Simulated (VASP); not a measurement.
# As2Pt (Sperrylite) (Pa-3) in VASP: further runs

One crystal, As2Pt (Sperrylite), is run at these levels: PBE, PBEsol; tasks: relaxation of the atoms, relaxation of cell and atoms.

Everything below comes from runs of VASP 6.6.1. Logs are shortened: lines on timing, memory, paths and dates and some standing lists are left out, and cuts for length are marked.

## (1) The structure

The structure is cubic, space group Pa-3 (No. 205). Conventional cell: a = 5.966 Å, b = 5.966 Å, c = 5.966 Å, α = 90.00°, β = 90.00°, γ = 90.00°. As (site symmetry 3) is surrounded by 1 As at 2.42 Å and 3 Pt at 2.49 Å. Pt (site symmetry -3) is surrounded by 6 As at 2.49 Å.

## (2) Relaxation of the atoms, PBE (a relaxed cell with its volume scaled by 1.04)

The input, INCAR:

```
SYSTEM = As2Pt
ALGO = Normal ; EDIFF = 1E-7
EDIFFG = -0.01 ; ENCUT = 300
GGA = PE ; IBRION = 2
ISIF = 2 ; ISMEAR = 0
LASPH = .TRUE. ; LCHARG = .FALSE.
LREAL = .FALSE. ; LWAVE = .FALSE.
NELM = 80 ; NSW = 40
PREC = Accurate ; SIGMA = 0.03
```

The input, KPOINTS:

```
k-points
0
G
  3 3 3
  0 0 0
```

The input, POSCAR:

```
As2Pt                                   
1.0
    6.1359404631      0.0000000000      0.0000000000
    0.0000000000      6.1359404631      0.0000000000
    0.0000000000      0.0000000000      6.1359404631
  As              Pt            
     8     4
Direct
     0.3836833063976570    0.3836833063976570    0.3836833063976570
     0.1163166936023430    0.6163166936023430    0.8836833063976570
     0.8836833063976570    0.1163166936023430    0.6163166936023430
     0.6163166936023430    0.8836833063976570    0.1163166936023430
     0.6163166936023430    0.6163166936023430    0.6163166936023430
     0.8836833063976570    0.3836833063976570    0.1163166936023430
     0.1163166936023430    0.8836833063976570    0.3836833063976570
     0.3836833063976570    0.1163166936023430    0.8836833063976570
     0.0000000000000000    0.0000000000000000    0.0000000000000000
     0.5000000000000000    0.0000000000000000    0.5000000000000000
     0.5000000000000000    0.5000000000000000    0.0000000000000000
     0.0000000000000000    0.5000000000000000    0.5000000000000000
```

Potentials or basis: VASP PAW PBE potentials, release 64 (As, Pt).

Started as:

```bash
cat potpaw_PBE.64/As/POTCAR potpaw_PBE.64/Pt/POTCAR > POTCAR
mpirun -np 4 vasp_std > vasp.out
```

OUTCAR:

```text
SYSTEM = As2Pt
   EDIFF = 1E-7
   EDIFFG = -0.01
   ENCUT = 300
   GGA = PE
   IBRION = 2
   ISIF = 2
   ISMEAR = 0
   LASPH = .TRUE.
   LREAL = .FALSE.
   NELM = 80
   NSW = 40
   PREC = Accurate

 ion  position               nearest neighbor table
   1  0.384  0.384  0.384-   5 2.47  10 2.56  11 2.56  12 2.56
   2  0.116  0.616  0.884-   6 2.47   9 2.56  11 2.56  12 2.56
   3  0.884  0.116  0.616-   7 2.47   9 2.56  10 2.56  12 2.56
   4  0.616  0.884  0.116-   8 2.47   9 2.56  10 2.56  11 2.56
   5  0.616  0.616  0.616-   1 2.47  10 2.56  11 2.56  12 2.56
   6  0.884  0.384  0.116-   2 2.47   9 2.56  11 2.56  12 2.56
   7  0.116  0.884  0.384-   3 2.47   9 2.56  10 2.56  12 2.56
   8  0.384  0.116  0.884-   4 2.47   9 2.56  10 2.56  11 2.56
   9  0.000  0.000  0.000-   2 2.56   3 2.56   4 2.56   6 2.56   7 2.56   8 2.56
  10  0.500  0.000  0.500-   1 2.56   3 2.56   4 2.56   5 2.56   7 2.56   8 2.56
  11  0.500  0.500  0.000-   1 2.56   2 2.56   4 2.56   5 2.56   6 2.56   8 2.56
  12  0.000  0.500  0.500-   1 2.56   2 2.56   3 2.56   5 2.56   6 2.56   7 2.56

  LATTYP: Found a simple cubic cell.
 ALAT       =     6.1359404631

  Lattice vectors:

 A1 = (   6.1359404631,   0.0000000000,   0.0000000000)
 A2 = (   0.0000000000,   6.1359404631,   0.0000000000)
 A3 = (   0.0000000000,   0.0000000000,   6.1359404631)

Analysis of symmetry for initial positions (statically):
=====================================================================
 Subroutine PRICEL returns:
 Original cell was already a primitive cell.

 Routine SETGRP: Setting up the symmetry group for a
 simple cubic supercell.

 Subroutine GETGRP returns: Found 24 space group operations
 (whereof  6 operations were pure point group operations)
 out of a pool of 48 trial point group operations.

The static configuration has the point symmetry S_6 .
 The point group associated with its full space group is T_h .

Analysis of symmetry for dynamics (positions and initial velocities):
=====================================================================
 Subroutine PRICEL returns:
 Original cell was already a primitive cell.

 Routine SETGRP: Setting up the symmetry group for a
 simple cubic supercell.

 Subroutine GETGRP returns: Found 24 space group operations
 (whereof  6 operations were pure point group operations)
 out of a pool of 48 trial point group operations.

The dynamic configuration has the point symmetry S_6 .
 The point group associated with its full space group is T_h .

 Subroutine INISYM returns: Found 24 space group operations
 (whereof  6 operations are pure point group operations),
 and found     1 'primitive' translations

----------------------------------------------------------------------------------------

                                     Primitive cell

  volume of cell :     231.0167

  direct lattice vectors                    reciprocal lattice vectors
     6.135940463  0.000000000  0.000000000     0.162974202  0.000000000  0.000000000
     0.000000000  6.135940463  0.000000000     0.000000000  0.162974202  0.000000000
     0.000000000  0.000000000  6.135940463     0.000000000  0.000000000  0.162974202

  length of vectors
     6.135940463  6.135940463  6.135940463     0.162974202  0.162974202  0.162974202

  position of ions in fractional coordinates (direct lattice)
     0.383683306  0.383683306  0.383683306
     0.116316694  0.616316694  0.883683306
     0.883683306  0.116316694  0.616316694
     0.616316694  0.883683306  0.116316694
     0.616316694  0.616316694  0.616316694
     0.883683306  0.383683306  0.116316694
     0.116316694  0.883683306  0.383683306
     0.383683306  0.116316694  0.883683306
     0.000000000  0.000000000  0.000000000
     0.500000000  0.000000000  0.500000000
     0.500000000  0.500000000  0.000000000
     0.000000000  0.500000000  0.500000000

  ion indices of the primitive-cell ions
   primitive index   ion index
                 1           1
                 2           2
                 3           3
                 4           4
                 5           5
                 6           6
                 7           7
                 8           8
                 9           9
                10          10
                11          11
                12          12

----------------------------------------------------------------------------------------

 KPOINTS: k-points

Automatic generation of k-mesh.
 Grid dimensions read from file:
 generate k-points for:    3    3    3

 Generating k-lattice:

  Cartesian coordinates                     Fractional coordinates (reciprocal lattice)
     0.054324734  0.000000000  0.000000000     0.333333333  0.000000000  0.000000000
     0.000000000  0.054324734  0.000000000     0.000000000  0.333333333  0.000000000
     0.000000000  0.000000000  0.054324734     0.000000000  0.000000000  0.333333333

  Length of vectors
     0.054324734  0.054324734  0.054324734

  Shift w.r.t. Gamma in fractional coordinates (k-lattice)
     0.000000000  0.000000000  0.000000000

 Subroutine IBZKPT returns following result:
 ===========================================

 Found      4 irreducible k-points:

 Following reciprocal coordinates:
            Coordinates               Weight
  0.000000  0.000000  0.000000      1.000000
  0.333333  0.000000  0.000000      6.000000
  0.333333  0.333333  0.000000     12.000000
  0.333333  0.333333  0.333333      8.000000
   k-points           NKPTS =      4   k-points in BZ     NKDIM =      4   number of bands    NBANDS=     48
   number of dos      NEDOS =    301   number of ions     NIONS =     12
   total plane-waves  NPLWV =  46656
   dimension x,y,z NGX =    36 NGY =   36 NGZ =   36
   dimension x,y,z NGXF=    72 NGYF=   72 NGZF=   72
   ions per type =               8   4
   NGX,Y,Z   is equivalent  to a cutoff of   9.75,  9.75,  9.75 a.u.
   NGXF,Y,Z  is equivalent  to a cutoff of  19.51, 19.51, 19.51 a.u.
 SYSTEM =  As2Pt
   PREC   = accura    normal or accurate (medium, high low for compatibility)
   ISTART =      0    job   : 0-new  1-cont  2-samecut
   ICHARG =      2    charge: 1-file 2-atom 10-const
   ISPIN  =      1    spin polarized calculation?
   LNONCOLLINEAR =      F non collinear calculations
   LSORBIT =      F    spin-orbit coupling
   LASPH  =      T    aspherical Exc in radial PAW
   ENCUT  =  300.0 eV  22.05 Ry    4.70 a.u.   8.67  8.67  8.67*2*pi/ulx,y,z
   NELM   =     80;   NELMIN=  2; NELMDL= -5     # of ELM steps
   EDIFF  = 0.1E-06   stopping-criterion for ELM
   LREAL  =      F    real-space projection
   EDIFFG = -.1E-01   stopping-criterion for IOM
   NSW    =     40    number of steps for IOM
   IBRION =      2    ionic relax: 0-MD 1-quasi-New 2-CG
   NFREE  =      1    steps in history (QN), initial steepest desc. (CG)
   ISIF   =      2    stress and relaxation
   ISYM   =      2    0-nonsym 1-usesym 2-fastsym
   POTIM  = 0.5000    time-step for ionic-motion
   TEBEG  =    0.0;   TEEND  =   0.0 temperature during run
   PSTRESS=    0.0 pullay stress
   NELECT =      80.0000    total number of electrons
   NUPDOWN=      -1.0000    fix difference up-down
   EMIN   =  10.00;   EMAX   =-10.00  energy-range for DOS
   EFERMI =   0.00;   METHOD = LEGACY
   ISMEAR =     0;   SIGMA  =   0.03  broadening in eV -4-tet -1-fermi 0-gaus
   EFERMI_NEDOS =   21; number of points for ismear=-14 and -15
   IALGO  =     38    algorithm
   IMIX   =      4    mixing-type and parameters
     AMIX     =   0.40;   BMIX     =  1.00
     AMIX_MAG =   1.60;   BMIX_MAG =  1.00
  volume/ion in A,a.u.               =      19.25       129.91
  Fermi-wavevector in a.u.,A,eV,Ry     =   1.149627  2.172480 17.982040  1.321643
  Thomas-Fermi vector in A             =   2.286296
   LORBIT       =      0    0 simple, 1 ext, 2 COOP (PROOUT), +10 PAW based schemes
   GGA     = PE    functional components
   LHFCALC =     F    Hartree Fock is set to
   AEXX    =    0.0000 exact exchange contribution
   IVDW    =     0    specifies the selected vdW correction
   LEPSILON=     F    determine dielectric tensor
   LRPA    =     F    only Hartree local field effects (RPA)
 conjugate gradient relaxation of ions
 non-spin polarized calculation
 Gauss-broadening in eV      SIGMA  =   0.03
  energy-cutoff  :      300.00
  volume of cell :      231.02
 maximum number of plane-waves:      2777
 NGX is ok and might be reduce to    36
   NGX = 17   NGY = 17   NGZ = 17

--------------------------------------- Ionic step        1  -------------------------------------------

 number of electron      80.0000054 magnetization

 Free energy of the ion-electron system (eV)
  ---------------------------------------------------
  ext. energy  EPLUGINS =         0.00000000
  ---------------------------------------------------
  free energy    TOTEN  =       -67.77926890 eV

  energy without entropy =      -67.77926890  energy(sigma->0) =      -67.77926890

------------------------ aborting loop because EDIFF is reached ----------------------------------------

  FORCE on cell =-STRESS in cart. coord.  units (eV):
  Direction    XX          YY          ZZ          XY          YZ          ZX
  --------------------------------------------------------------------------------------
  -------------------------------------------------------------------------------------
  Total       -7.0764783     -7.0764783     -7.0764783      0.0000000      0.0000000     -0.0000000
  in kB      -49.0777169    -49.0777169    -49.0777169      0.0000000      0.0000000     -0.0000000
  external PRESSURE =     -49.0777169 kB  Pullay stress =       0.0000000 kB
[... 77 lines left out ...]
  energy  without entropy=      -67.7802630027  energy(sigma->0) =      -67.78026300

--------------------------------------- Ionic step        3  -------------------------------------------

 number of electron      80.0000052 magnetization

 Free energy of the ion-electron system (eV)
  ---------------------------------------------------
  ext. energy  EPLUGINS =         0.00000000
  ---------------------------------------------------
  free energy    TOTEN  =       -67.78031134 eV

  energy without entropy =      -67.78031134  energy(sigma->0) =      -67.78031134

 E-fermi :   6.6938     XC(G=0): -10.9403

 val. band max:        6.5193764791   @ k =   0.3333   0.3333   0.0000
 cond. band min:       6.8936888125   @ k =   0.3333   0.3333   0.3333
 fundamental gap:      0.3743123334
 Fermi energy:         6.6937878076

 k-point     1 :       0.0000    0.0000    0.0000
  band No.  band energies     occupation
      1      -7.1255      2.00000
      2      -5.3322      2.00000
      3      -5.3322      2.00000
      4      -5.3322      2.00000
      5      -3.2507      2.00000
      6      -3.2507      2.00000
[... 232 lines left out ...]
  FREE ENERGIE OF THE ION-ELECTRON SYSTEM (eV)
  ---------------------------------------------------
  free  energy   TOTEN  =       -67.7803113434 eV

  energy  without entropy=      -67.7803113434  energy(sigma->0) =      -67.78031134

 reached required accuracy - stopping structural energy minimisation
```

It took 13 s on 4 MPI ranks of Intel Xeon Platinum 8488C (Sapphire Rapids), shared host; peak memory 0.13 GiB.

Results:

```yaml
Free_energy: -67.7803 eV
Energy_gained_by_relaxing: 0.1 meV/atom
Ionic_steps: 3
Pressure_after_relaxing: -4.9 GPa
Band_gap_on_the_k_mesh: 0.37 eV, indirect (least direct gap 0.95 eV)
```

Step by step:
```tsv
step	energy change (eV)	largest force (eV/Å)	pressure (GPa)
1	0.0000	0.0646	-4.91
2	-0.0010	0.0136	-4.88
3	-0.0010	0.0013	-4.87
```

Final structure:
```yaml
crystal:
  lattice:
    - [6.13594, 0.00000, 0.00000]
    - [0.00000, 6.13594, 0.00000]
    - [0.00000, 0.00000, 6.13594]
  atoms:
    - { symbol: As, position: [0.38405, 0.38405, 0.38405] }
    - { symbol: As, position: [0.11595, 0.61595, 0.88405] }
    - { symbol: As, position: [0.88405, 0.11595, 0.61595] }
    - { symbol: As, position: [0.61595, 0.88405, 0.11595] }
    - { symbol: As, position: [0.61595, 0.61595, 0.61595] }
    - { symbol: As, position: [0.88405, 0.38405, 0.11595] }
    - { symbol: As, position: [0.11595, 0.88405, 0.38405] }
    - { symbol: As, position: [0.38405, 0.11595, 0.88405] }
    - { symbol: Pt, position: [0.00000, 0.00000, 0.00000] }
    - { symbol: Pt, position: [0.50000, 0.00000, 0.50000] }
    - { symbol: Pt, position: [0.50000, 0.50000, 0.00000] }
    - { symbol: Pt, position: [0.00000, 0.50000, 0.50000] }
```

Caveat: spin-orbit coupling is left out, which moves the levels of the heavy elements; an odd mesh through Γ misses points on the zone boundary, where band edges often lie.

(Part 1 of 2 ends here.)
